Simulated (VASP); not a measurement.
Runs of VASP 6.6.1 on InSe. The structure is hexagonal, space group P-6m2 (No. 187). Conventional cell: a = 4.047 Å, b = 4.047 Å, c = 18.052 Å, α = 90.00°, β = 90.00°, γ = 120.00°. In (site symmetry 3m) is surrounded by 3 Se at 2.65 Å and 1 In at 2.79 Å. In (site symmetry 3m) has 3 Se at 2.65 Å and 1 In at 2.79 Å as nearest neighbours. Se (site symmetry 3m) is surrounded by 3 In at 2.65 Å. Se (site symmetry 3m) is surrounded by 3 In at 2.65 Å. Measurements of this composition are mostly on another form, of space group No. 160.

```csv
task,level,potentials or basis,cell,k mesh,cutoff (eV),smearing,ladder,grid for exact exchange (PRECFOCK),k mesh for the DOS,occupations for the DOS,exchange at q = 0,mesh quality,gap on the mesh (eV),pressure (GPa),V0 of scaled cells (Å³/atom),B0 (GPa),largest force (eV/Å)
equation of state,PBE+ULG,"VASP PAW PBE potentials, release 64 (In_d, Se)",as given,8 × 8 × 2,520,gaussian 0.01 eV,-,-,-,-,-,not flagged,-,-,32.09,(d),-
electron localisation function,LDA,"VASP PAW LDA potentials, release 64 (In_d, Se)",as given,6 × 6 × 2,520,gaussian 0.02 eV,-,-,-,-,-,not flagged,0.51,-2.2,-,-,0.13
band structure,HSE03,"VASP PAW PBE potentials, release 64 (In_d, Se)",as given,4 × 4 × 1,520,gaussian 0.02 eV,gaps,Fast,-,-,-,coarse,(c),0.1,-,-,0.07
dielectric tensor,LDA,"VASP PAW LDA potentials, release 64 (In_d, Se)",as given,6 × 6 × 2,520,gaussian 0.02 eV,-,-,-,-,-,not flagged,0.51,-,-,-,-
equation of state,PBEsol,"VASP PAW PBE potentials, release 64 (In_d, Se)",as given,8 × 8 × 2,520,fermi-dirac 0.05 eV,free,-,-,-,-,not flagged,-,-,(a),46,-
single point,LDA,"VASP PAW LDA potentials, release 64 (In_d_GW, Se_GW)",as given,8 × 8 × 2,550,gaussian 0.05 eV,-,-,-,-,-,not flagged,0.51,-2.2,-,-,0.14
atomic charges,LDA,"VASP PAW LDA potentials, release 64 (In_d, Se)",as given,6 × 6 × 2,520,gaussian 0.02 eV,-,-,-,-,-,not flagged,0.51,-2.2,-,-,0.13
band structure,PBE0,"VASP PAW PBE potentials, release 64 (In_d, Se)",as given,4 × 4 × 1,520,gaussian 0.02 eV,gaps,Fast,-,-,truncated,coarse,2.12,-0.3,-,-,0.09
dielectric tensor,PBE,"VASP PAW PBE potentials, release 64 (In_d, Se)",as given,6 × 6 × 2,520,gaussian 0.02 eV,-,-,-,-,-,not flagged,0.72,-,-,-,-
optical spectrum,PBE,"VASP PAW PBE potentials, release 64 (In_d, Se)",as given,6 × 6 × 2,520,gaussian 0.02 eV,-,-,-,-,-,not flagged,0.72,1.5,-,-,(b)
```

Alike in all rows: no spin polarisation.

Task: Fill in the values left out.

Result: (a) 31.51; (b) 0.25; (c) 1.31; (d) 44.

Caveats: some runs use coarse meshes; spin-orbit coupling is left out, which moves the levels of the heavy elements (some runs); this functional lacks dispersion, which binds the layers, so the pressure and a relaxed spacing across them are unreliable (some runs); the PAW data sets were made with another functional, which shifts forces and pressure a little (some runs); the cell was scaled at fixed shape and fractional positions, which overstates the stiffness of a crystal with free parameters, most of all of layers and chains (some runs); the gap is small at this level, which inflates the dielectric constant (some runs); spectra need much finer meshes, so this one isn't converged (some runs); independent-particle spectra lack excitons (some runs).

A k mesh can miss the band edges, and the runs leave out spin-orbit coupling on In, Se.
